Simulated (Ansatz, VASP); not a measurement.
**GaN in VASP and in Ansatz**

```
Ga N
1.0
     3.18000    0.00000    0.00000
    -1.59000    2.75396    0.00000
     0.00000    0.00000    5.16600
Ga N
2 2
Direct
  0.33333 0.66667 0.00000
  0.66667 0.33333 0.50000
  0.33333 0.66667 0.37500
  0.66667 0.33333 0.87500
```

Alike in both runs: task single point; functional LDA; k mesh 6 × 6 × 4; no spin polarisation.

|  | VASP | Ansatz |
| --- | --- | --- |
| version | VASP 6.6.1 | Ansatz 0.2.0 |
| potentials or method | VASP PAW LDA potentials, release 64 (Ga_d, N) | plane waves, PAW |
| plane-wave cutoff (eV) | 520 | 420 |
| occupations | gaussian, width 0.01 eV | fixed |
| valence electrons in the cell | 36 | 36 |

Ansatz gave:

| Property | Result |
| --- | --- |
| gap on the k mesh at the Fermi level (eV) | 1.97 |

Task: What did VASP give for the same quantities?

Result: gap on the k mesh at the Fermi level (eV): 1.99.

A hybrid or GW would open this gap; LDA tends to underestimate it.
